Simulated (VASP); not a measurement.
Wanted: the native input for a VASP 6.6.1 run.

```
Task                   : single point
Functional             : PBE
Dispersion             : D3(BJ)
Potentials or basis    : VASP PAW PBE potentials, release 64 (Bi_d)
Cutoff                 : 520 eV
k mesh                 : 6 × 6 × 1
Occupations            : gaussian, width 0.05 eV
Spin                   : no spin polarisation
Dipole correction      : yes
Further INCAR settings : ALGO = Normal; EDIFF = 1e-06; NBANDS = 22
```

The structure of Bi lies in POSCAR:

```
Bi
1.0
    4.2790193530      0.0000000000      0.0000000000
   -2.1395096765      3.7057394630      0.0000000000
    0.0000000000      0.0000000000     17.2471505494
Bi
2
Direct
    0.3333333333      0.6666666667      0.3332231914
    0.6666666667      0.3333333333      0.2319223682
```

The cell was built by a generator and needn't be a form met in nature.

The cell isn't the ideal one: the clean substrate in the cell of the map.

The input as run:

INCAR

```
SYSTEM = Bi
PREC = Accurate
ENCUT = 520
EDIFF = 1E-6
ISMEAR = 0
SIGMA = 0.05
LREAL = .False.
LASPH = .True.
NELM = 60
ALGO = Normal
ISIF = 2
LWAVE = .False.
LCHARG = .False.
LDIPOL = .True.
IDIPOL = 3
DIPOL = 0.5 0.5 0.283
GGA = PE
IVDW = 12
NBANDS = 22
```

KPOINTS

```
regular mesh
0
Gamma
  6 6 1
  0 0 0
```

Potentials or basis: VASP PAW PBE potentials, release 64 (Bi_d).

Command:

```bash
$ cat potpaw_PBE.64/Bi_d/POTCAR > POTCAR
$ mpirun -np 1 vasp_std > vasp.out
```

It gave:

The largest force is 0.005 eV/Å. The band gap on the k mesh is 0.57 eV, direct. The dispersion energy per atom is -0.226 eV.

Caveat: spin-orbit coupling is left out, which as a rule narrows the gap of such compounds by several tenths of an eV.

Run time: 34 s on 1 thread of Intel(R) Xeon(R) 6975P-C (Granite Rapids), on a shared host, peak memory 0.33 GiB.
